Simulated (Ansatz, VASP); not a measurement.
One calculation of GaAs, two programs

```xyz
2
Lattice="0.0000 2.8268 2.8268 2.8268 0.0000 2.8268 2.8268 2.8268 0.0000" Properties=species:S:1:pos:R:3 pbc="T T T"
As    4.2403    4.2403    4.2403
Ga    0.0000    0.0000    0.0000
```

Alike in both runs: task relaxation of cell and atoms; functional HSEsol; k mesh 4 × 4 × 4; occupations fermi-dirac, width 0.05 eV; no spin polarisation.

|  | VASP | Ansatz |
| --- | --- | --- |
| version | VASP 6.6.1 | Ansatz 0.2.0 |
| potentials or method | VASP PAW PBE potentials, release 64 (As, Ga_d) | Ansatz PAW |
| plane-wave cutoff (eV) | 600 | 420 |
| valence electrons in the cell | 18 | 28 |

```tsv
	VASP	Ansatz	Ansatz less VASP
gap on the k mesh at the Fermi level, each at its own relaxed structure (eV)	1.49	1.45	-0.048
relaxed volume (Å³/atom)	22.32	22.38	+0.058
relaxed cell length with the largest relative difference (Å)	3.982	3.985	+0.0035
```

The two sets of potentials don't hold the same shells in valence.

Caveats: the k mesh is coarse (spacing up to 0.48 Å⁻¹), so the values aren't converged, least of all with exact exchange; the PAW data sets were made with another functional, which shifts forces and pressure a little (VASP); the plane-wave basis is chosen anew once the cell has moved, so the energies of steps on either side of that aren't comparable (Ansatz); the PAW data sets come from PBE, with cores solved anew for the run's functional, which leaves a small shift of forces and pressure (Ansatz). A k mesh can miss the band edges.
